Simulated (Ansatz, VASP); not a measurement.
**Two plane-wave programs on BaH4**

```
Ba H
1.0
    -2.17506    2.17506    3.38495
     2.17506   -2.17506    3.38495
     2.17506    2.17506   -3.38495
Ba H
1 4
Cartesian
  0.0000 0.0000 0.0000
  2.1751 0.0000 1.6925
  0.0000 2.1751 1.6925
  0.0000 0.0000 3.0018
  0.0000 0.0000 3.7681
```

Change from the starting cell: species swapped into the SrAl4 type (I4/mmm, No. 139).

Alike in both runs: functional PBE; k mesh 6 × 6 × 6; occupations gaussian, width 0.1 eV; no spin polarisation.

Ansatz relaxed the structure, and its values are those at the end. VASP's run is a single point on that final structure, the one shown.

```csv
,VASP,Ansatz
version,VASP 6.6.1,Ansatz 0.2.0
potentials or method,"VASP PAW PBE potentials, release 64 (Ba_sv, H)","scalar-relativistic, plane waves, PAW"
plane-wave cutoff (eV),520,420
valence electrons in the cell,14,14
```

```csv
,VASP,Ansatz,Ansatz less VASP
gap on the k mesh at the Fermi level (eV),2.20,2.37,+0.162
least direct gap on the mesh (eV),2.73,2.80,+0.073
pressure (GPa),0.4,0.0,-0.38
rms of the force components (eV/Å),0.015,0.008,-0.0075
```

Caveats: spin-orbit coupling is left out, which moves the levels of the heavy elements. A k mesh can miss the band edges.
